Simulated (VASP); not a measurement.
A run of VASP 6.6.1:

The input POSCAR:

```
Gd
1.0
   -2.0250000000      2.0250000000      2.0250000000
    2.0250000000     -2.0250000000      2.0250000000
    2.0250000000      2.0250000000     -2.0250000000
Gd
1
Direct
    0.0000000000      0.0000000000      0.0000000000
```

INCAR.step1

```
  PREC = Accurate
  ENCUT = 520
  EDIFF = 1E-6
  ISMEAR = -1
  SIGMA = 0.05
  LREAL = False
  LASPH = True
  NELM = 100
  ALGO = Normal
  ISIF = 2
  LWAVE = False
  LCHARG = True
  ISPIN = 2
  MAGMOM = 7
  LORBIT = 11
  LMAXMIX = 6
  GGA = RE
  NBANDS = 19
```

Contents of KPOINTS.step1:

```
regular mesh
0
Gamma
  7 7 7
```

The input INCAR.step2:

```
  PREC = Accurate
  ENCUT = 520
  EDIFF = 1E-6
  ISMEAR = 0
  SIGMA = 0.05
  LREAL = False
  LASPH = True
  NELM = 100
  ALGO = Normal
  ISIF = 2
  LWAVE = False
  LCHARG = False
  ISPIN = 2
  MAGMOM = 7
  LORBIT = 11
  LMAXMIX = 6
  GGA = RE
  NBANDS = 19
  ICHARG = 11
```

The input KPOINTS.step2:

```
path GHNGPH,PN
15
line-mode
reciprocal
 0.0000000000  0.0000000000  0.0000000000  G
 0.5000000000 -0.5000000000  0.5000000000  H

 0.5000000000 -0.5000000000  0.5000000000  H
 0.0000000000  0.0000000000  0.5000000000  N

 0.0000000000  0.0000000000  0.5000000000  N
 0.0000000000  0.0000000000  0.0000000000  G

 0.0000000000  0.0000000000  0.0000000000  G
 0.2500000000  0.2500000000  0.2500000000  P

 0.2500000000  0.2500000000  0.2500000000  P
 0.5000000000 -0.5000000000  0.5000000000  H

 0.2500000000  0.2500000000  0.2500000000  P
 0.0000000000  0.0000000000  0.5000000000  N
```

Potentials or basis: VASP PAW PBE potentials, release 64 (Gd).

Launch:

```sh
$ cat potpaw_PBE.64/Gd/POTCAR > POTCAR
$ cp INCAR.step1 INCAR
$ cp KPOINTS.step1 KPOINTS
$ mpirun -np 1 vasp_std > vasp.out
$ cp INCAR.step2 INCAR
$ cp KPOINTS.step2 KPOINTS
$ mpirun -np 1 vasp_std > vasp.out
```

Hardware: 1 thread of AMD EPYC 7R43 64-Core Processor (Zen 3), on a shared host.

Task: Estimate the wall time of this run.

Result: Wall time 3.2 min on 1 thread of AMD EPYC 7R43 64-Core Processor (Zen 3), with other jobs on the host, peak memory 0.2 GiB. Counts: scf iterations 9, k points 90.
